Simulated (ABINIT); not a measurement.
# MnS (F-43m) in ABINIT: further runs

The runs below take MnS through optical spectrum, phonons, relaxation of cell and atoms, single point, with PBEsol, LDA+U.

Everything below comes from runs of ABINIT 10.8.3 (patched build). Logs are shortened: lines on timing, memory, paths and dates and some standing lists are left out, and cuts for length are marked. The log counts tension as positive stress, the text compression.

### 1 The crystal as given

The structure is cubic, space group F-43m (No. 216). The conventional cell has a = 4.947 Å, b = 4.947 Å, c = 4.947 Å, α = 90.00°, β = 90.00°, γ = 90.00°. Mn (site symmetry -43m) is surrounded by 4 S at 2.14 Å. S (site symmetry -43m) is surrounded by 4 Mn at 2.14 Å.

The cell is a database's computed one.

### 2 Optical spectrum, PBEsol, collinear spin, ferromagnetic start

Contents of run.abi:

```
ndtset 3

pp_dirpath "./"
pseudos "Mn.upf, S.upf"

acell 3*1.0 Angstrom
rprim
     0.0000000000     2.4734634191     2.4734634191
     2.4734634191     0.0000000000     2.4734634191
     2.4734634191     2.4734634191     0.0000000000
ntypat 2
znucl 25 16
natom 2
typat 1 2
xred
            0.0            0.0            0.0
            3/4            3/4            3/4

ecut 42.0

ngkpt 6 6 6
nshiftk 4
shiftk
     0.5000000000     0.5000000000     0.5000000000
     0.5000000000     0.0000000000     0.0000000000
     0.0000000000     0.5000000000     0.0000000000
     0.0000000000     0.0000000000     0.5000000000
istwfk *1

ixc -116133

occopt 3
tsmear 0.05 eV

nsppol 2
spinat
     0.0000000000     0.0000000000     4.0000000000
     0.0000000000     0.0000000000     0.0000000000

nstep 80

iomode 3
prteig 0
prtebands 0

nband1 16
tolvrs1 1.0e-12
prtden1 1
prtwf1 0
kptopt1 1

iscf2 -3
getden2 1
nband2 22
nbdbuf2 4
tolwfr2 1.0e-12
nstep2 120
prtden2 0
kptopt2 1

optdriver3 8
wfk_task3 "wfk_optics_fullbz"
getwfk3 2
nband3 18
kptopt3 1
prtevk3 1
inclvkb3 2
```

Contents of optic.abi:

```
&FILES
 ddkfile_1 = 'runo_DS3_1_EVK.nc',
 ddkfile_2 = 'runo_DS3_2_EVK.nc',
 ddkfile_3 = 'runo_DS3_3_EVK.nc',
 wfkfile = 'runo_DS3_WFK.nc'
/
&PARAMETERS
 broadening = 0.001837,
 domega = 0.002,
 maxomega = 0.8,
 scissor = 0.000000,
 tolerance = 0.002
/
&COMPUTATIONS
 num_lin_comp = 1,
 lin_comp = 11,
 num_nonlin_comp = 0
/
```

Potentials or basis: PseudoDojo NC SR PBEsol v0.4.1 standard.

Started as:

```sh
$ abinit run.abi > log 2>&1
$ optic optic.abi > optic.log 2>&1
```

run.abo:

```text
.Version 10.8.3 of ABINIT
 DATASET    1 : space group F-4 3 m (#216); Bravais cF (face-center cubic)
================================================================================
 Values of the parameters that define the memory need for DATASET  1.
     intxc =       0    ionmov =       0      iscf =       7    lmnmax =       6
     lnmax =       6     mgfft =      40  mpssoang =       3    mqgrid =    3001
     natom =       2  nloc_mem =       1    nspden =       2   nspinor =       1
    nsppol =       2      nsym =      24    n1xccc =    2501    ntypat =       2
    occopt =       3   xclevel =       2
       mpw =        2691          nfft =       64000          nkpt =          28
================================================================================
================================================================================
[... 13 lines left out ...]
 DATASET    3 : space group F-4 3 m (#216); Bravais cF (face-center cubic)
================================================================================
 Values of the parameters that define the memory need for DATASET  3.
     intxc =       0    ionmov =       0      iscf =       7    lmnmax =       6
     lnmax =       6     mgfft =      40  mpssoang =       3    mqgrid =    3001
     natom =       2  nloc_mem =       1    nspden =       2   nspinor =       1
    nsppol =       2      nsym =      24    n1xccc =    2501    ntypat =       2
    occopt =       3   xclevel =       2
       mpw =        2691          nfft =       64000          nkpt =          28
================================================================================
================================================================================

--------------------------------------------------------------------------------
------------- Echo of variables that govern the present computation ------------
--------------------------------------------------------------------------------
 -outvars: echo values of preprocessed input variables --------
            acell      1.8897261259E+00  1.8897261259E+00  1.8897261259E+00 Bohr
              amu      5.49380500E+01  3.20660000E+01
             ecut      4.20000000E+01 Hartree
           getden1          0
           getden2          1
           getden3          0
           getwfk1          0
           getwfk2          0
           getwfk3          2
             iscf1          7
             iscf2         -3
             iscf3          7
              ixc     -116133
           jdtset        1    2    3
         kptrlatt        6   -6    6     -6    6    6     -6   -6    6
          kptrlen      5.60900213E+01
            natom           2
            nband1         16
            nband2         22
            nband3         18
           nbdbuf1          0
           nbdbuf2          4
           nbdbuf3          0
           ndtset           3
            ngfft          40      40      40
             nkpt          28
[... 362 lines left out ...]
 prteigrs : prtvol=0 or 1, do not print more k-points.

 Eigenvalues (hartree) for nkpt=  28  k points, SPIN DOWN:
 kpt#   1, nband= 22, wtk=  0.02778, kpt= -0.0833 -0.1667  0.0000 (reduced coord)
  -2.58091   -1.43863   -1.43848   -1.43847   -0.24663    0.11630    0.13615    0.13617
   0.27588    0.28645    0.40113    0.41895    0.42954    0.48615    0.57876    0.61444
   0.61981    0.73228    0.78173    0.86952    0.94525    0.95494
      occupation numbers for kpt#   1
   1.00000    1.00000    1.00000    1.00000    1.00000    1.00000    1.00000    1.00000
   1.00000    0.99997    0.00000    0.00000    0.00000    0.00000    0.00000    0.00000
   0.00000    0.00000    0.00000    0.00000    0.00000    0.00000
 prteigrs : prtvol=0 or 1, do not print more k-points.

--- !EnergyTerms
iteration_state     : {dtset: 2, }
comment             : Components of total free energy in Hartree
kinetic             :  5.21548706482857E+01
hartree             :  3.63542456924580E+01
xc                  : -2.13220017649108E+01
Ewald energy        : -7.17238526947075E+01
psp_core            :  2.56473757199053E+00
local_psp           : -1.12075149647484E+02
non_local_psp       : -5.77917165089134E+00
internal            : -1.19826321845259E+02
'-kT*entropy'       : -6.94436057373684E-04
total_energy        : -1.19827016281316E+02
...

--- !EnergyTermsDC
iteration_state     : {dtset: 2, }
comment             : '"Double-counting" decomposition of free energy'
band_energy         : -1.21608104090478E+01
Ewald energy        : -7.17238526947075E+01
psp_core            :  2.56473757199053E+00
xc_dc               : -3.85063960390209E+01
internal            : -1.19826321570786E+02
'-kT*entropy'       : -6.94436057373684E-04
total_energy_dc     : -1.19827016006843E+02
...

================================================================================
== DATASET  3 ==================================================================

--- !DatasetInfo
iteration_state: {dtset: 3, }
dimensions: {natom: 2, nkpt: 28, mband: 18, nsppol: 2, nspinor: 1, nspden: 2, mpw: 2691, }
cutoff_energies: {ecut:  42.0, pawecutdg:  -1.0, }
electrons: {nelect:   2.10000000E+01, charge:   0.00000000E+00, occopt:   3.00000000E+00, tsmear:   1.83746611E-03, }
meta: {optdriver: 8, wfk_task: 7, }
...

 mkfilename : getwfk/=0, take file _WFK from output of DATASET   2.

--------------------------------------------------------------------------------

 Computation of velocity matrix elements (DDK)

 Parameters extracted from the Abinit header:
    ecut:     42.0
    nkpt:    864
    mband:   22
    nsppol:  2
    nspinor: 1
    useylm:  0
    inclvkb: 2
    bmin: 1, bmax: 22
    Computing diagonal and off-diagonal matrix elements
    Between band index bmin: 1, bmax: 22

== END DATASET(S) ==============================================================
================================================================================

 -outvars: echo values of variables after computation  --------
            acell      1.8897261259E+00  1.8897261259E+00  1.8897261259E+00 Bohr
           etotal1    -1.1982701601E+02
           etotal2    -1.1982701601E+02
           etotal3     0.0000000000E+00
            fcart1    -9.0010837459E-31 -9.0010837459E-31  2.7003251238E-30
                       9.0010837459E-31  9.0010837459E-31 -2.7003251238E-30
            fcart3     0.0000000000E+00  0.0000000000E+00  0.0000000000E+00
                       0.0000000000E+00  0.0000000000E+00  0.0000000000E+00
            rprim      0.0000000000E+00  2.4734634191E+00  2.4734634191E+00
                       2.4734634191E+00  0.0000000000E+00  2.4734634191E+00
                       2.4734634191E+00  2.4734634191E+00  0.0000000000E+00
           strten1     1.4714924817E-04  1.4714924817E-04  1.4714924817E-04
                       0.0000000000E+00  0.0000000000E+00  0.0000000000E+00
           strten3     0.0000000000E+00  0.0000000000E+00  0.0000000000E+00
                       0.0000000000E+00  0.0000000000E+00  0.0000000000E+00
           xangst      0.0000000000E+00  0.0000000000E+00  0.0000000000E+00
                       3.7101951286E+00  3.7101951286E+00  3.7101951286E+00
             xred      0.0000000000E+00  0.0000000000E+00  0.0000000000E+00
                       7.5000000000E-01  7.5000000000E-01  7.5000000000E-01
 Calculation completed.
```

optic_0001_0001-linopt.out:

```text
#calculated the component:  1  1  of dielectric function
 #broadening:    0.000000E+00    1.837000E-03
 #scissors shift:    0.000000E+00
 #energy window:    9.987259E+01eV    3.670250E+00Ha
 # Energy(eV)         Im(eps(w))         Spin up       Spin down
    2.721139E-01    3.228360E+01    1.807715E+00    3.047589E+01
    8.163416E-01    9.976532E+01    6.650351E+01    3.326181E+01
    1.360569E+00    2.366743E+01    1.079920E+01    1.286823E+01
    1.904797E+00    2.386656E+01    1.234558E+01    1.152098E+01
[... 207 lines left out ...]
    2.993252E+00    6.868397E-01
[... 32 lines left out ...]
    2.095277E+01    4.186649E-01
    2.149700E+01    6.593670E-01
 # Energy(eV)         absorption coeff (in 10^6 m-1) = omega Im(eps) / c n(eps)
    1.632683E-01    3.859215E+00
    7.074960E-01    4.424589E+01
    1.251724E+00    5.272811E+01
    1.795951E+00    8.322444E+01
    2.340179E+00    1.103970E+02
    2.884407E+00    9.349882E+01
[... 32 lines left out ...]
    2.084392E+01    1.403754E+02
    2.138815E+01    1.215109E+02
```

Run time: 15 min. Hardware: 1 thread of Intel Xeon at 2.50GHz (Skylake/Cascade Lake), shared host; peak memory 1.7 GiB.

What came out:

```yaml
Free_energy: -3260.6592 eV
Pressure: -4.3 GPa
Net_moment: 0.30 μB per cell
Site_moments: Mn +0.28; S -0.01 μB
```

Dielectric function (mean over the directions given):
| energy (eV) | real part | imaginary part |
| --- | --- | --- |
| 0.33 | 65.43 | 42.71 |
| 0.98 | -18.20 | 43.49 |
| 1.63 | -7.07 | 44.48 |
| 2.29 | -14.97 | 27.85 |
| 2.94 | -7.89 | 7.37 |
| 3.70 | -2.88 | 1.91 |
| 4.35 | 0.84 | 2.77 |
| 5.01 | 3.05 | 4.58 |
| 5.66 | 3.50 | 4.69 |
| 6.31 | 1.61 | 6.69 |
| 7.08 | -0.08 | 3.47 |
| 7.73 | 0.06 | 3.37 |
| 8.38 | 1.14 | 2.08 |
| 9.03 | 1.70 | 2.47 |
| 9.69 | 3.77 | 4.63 |
| 10.45 | 2.45 | 5.44 |
| 11.10 | -1.97 | 3.57 |
| 11.76 | 1.00 | 3.20 |
| 12.41 | -1.92 | 3.32 |
| 13.06 | -0.84 | 3.42 |
| 13.82 | -2.48 | 3.15 |
| 14.48 | -0.96 | 2.54 |
| 15.13 | -1.84 | 2.11 |
| 15.78 | -1.31 | 1.17 |
| 16.44 | -0.85 | 1.11 |
| 17.20 | -0.61 | 0.66 |
| 17.85 | -0.76 | 0.81 |
| 18.50 | -0.49 | 0.57 |
| 19.16 | -0.35 | 0.65 |
| 19.92 | -0.37 | 0.56 |

Caveat: the intraband (Drude) term is left out; spectra need much finer meshes, so this one isn't converged; independent-particle spectra lack excitons; the moment fell far below its start of 4 μB, so a state of higher moment may lie lower in energy.

(Part 1 of 2 ends here.)
